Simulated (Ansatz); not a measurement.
Computed with Ansatz 0.2.0, DFT PBE, scalar-relativistic, plane waves, PAW. All cells share a 420 eV cutoff and Γ-centred k meshes spaced at most about 0.3 Å⁻¹ (about 0.25 or finer for metals, 2π included). No spin polarisation in the final relaxations.

These are static total energies at zero pressure.

Two forms of Si2C were relaxed alike.

1.

```cif
data_structure
_symmetry_space_group_name_H-M 'P-3m1'
_symmetry_Int_Tables_number 164
_cell_length_a 3.1096
_cell_length_b 3.1096
_cell_length_c 9.8414
_cell_angle_alpha 90.000
_cell_angle_beta 90.000
_cell_angle_gamma 120.000
_cell_volume 82.41
loop_
_atom_site_label
_atom_site_type_symbol
_atom_site_symmetry_multiplicity
_atom_site_Wyckoff_symbol
_atom_site_fract_x
_atom_site_fract_y
_atom_site_fract_z
_atom_site_occupancy
Si1 Si 2 d 0.33333 0.66667 0.38722 1
Si2 Si 2 d 0.33333 0.66667 0.82452 1
C1 C 2 d 0.33333 0.66667 0.15527 1
```

2.

```cif
data_structure
_symmetry_space_group_name_H-M 'P-6m2'
_symmetry_Int_Tables_number 187
_cell_length_a 3.0131
_cell_length_b 3.0131
_cell_length_c 9.8863
_cell_angle_alpha 90.000
_cell_angle_beta 90.000
_cell_angle_gamma 120.000
_cell_volume 77.73
loop_
_atom_site_label
_atom_site_type_symbol
_atom_site_symmetry_multiplicity
_atom_site_Wyckoff_symbol
_atom_site_fract_x
_atom_site_fract_y
_atom_site_fract_z
_atom_site_occupancy
Si1 Si 1 c 0.33333 0.66667 0.00000 1
Si2 Si 2 h 0.33333 0.66667 0.24101 1
Si3 Si 1 f 0.66667 0.33333 0.50000 1
C1 C 2 i 0.66667 0.33333 0.30362 1
```

Problem. Which would you expect to be lower, and how large is the difference?

Solution. Cell 2 is lower, by 283 meV/atom. Cell 1 has space group P-3m1 (No. 164), 13.7 Å³/atom and no gap on its mesh; cell 2 has space group P-6m2 (No. 187), 13.0 Å³/atom and no gap. Counting C atoms around Si (those within 1.25 times the shortest such distance or 1.15 times the sum of covalent radii, 1.27 where that leaves under three; the shortest distance is added where it exceeds 1.18 times the sum of covalent radii; a slash parts the counts of unlike sites), cell 1 has Si 1 from 2.3 Å/3 and cell 2 has Si 2/3/6 from 3.5 Å. Cell 2 holds Si–Si units of three or more atoms (shortest 2.38 Å); in cell 1 the shortest Si–Si distance is 2.75 Å, near bonding range too. Even the lower one lies +0.24 eV/atom against the reference forms of the elements (uncorrected), so neither is stable at this level. In cell 1, Si on its first site is surrounded by 1 C at 2.28 Å; around Si on its second site lie 3 C at 1.81 Å; around C lie 3 Si at 1.81 Å and 1 Si at 2.28 Å. In cell 2, Si on a site of symmetry -6m2 has 2 Si at 2.38 Å; Si on a site of symmetry 3m has 3 C at 1.85 Å and 1 Si at 2.38 Å; around C lie 4 Si at 1.85–1.94 Å; 1 more site not described. Both come from invented guesses.

No dispersion correction is applied, so the spacing and binding between layers, chains or molecules are poorly described (P-3m1), and this can change margins and order among such cells. Cells relaxed within their symmetry can be saddle points.

The lower energy of cell 2 probably reflects better σ bonding around carbon. There carbon has four silicon neighbours at 1.85–1.94 Å, all near the usual single-bond length, as in tetrahedral SiC. In cell 1 it sits in an almost flat Si–C sheet with three short bonds, and the fourth contact, at 2.28 Å, is weak. Silicon gains little from such planar bonding because its 3p orbitals overlap poorly in π fashion. Missing interlayer attraction in cell 1 may also account for part of the 283 meV/atom.

Cell 2 pays for its carbon environment elsewhere: one silicon lies on a straight line between two others at 2.38 Å, a poor geometry for an atom that favours tetrahedral bonding. Such unsaturated silicon fits both the absence of a gap and the positive energy against the elements. Since SiC itself forms exothermically, separation into SiC and silicon should be still more favourable, in keeping with SiC being the only established bulk compound of this system.
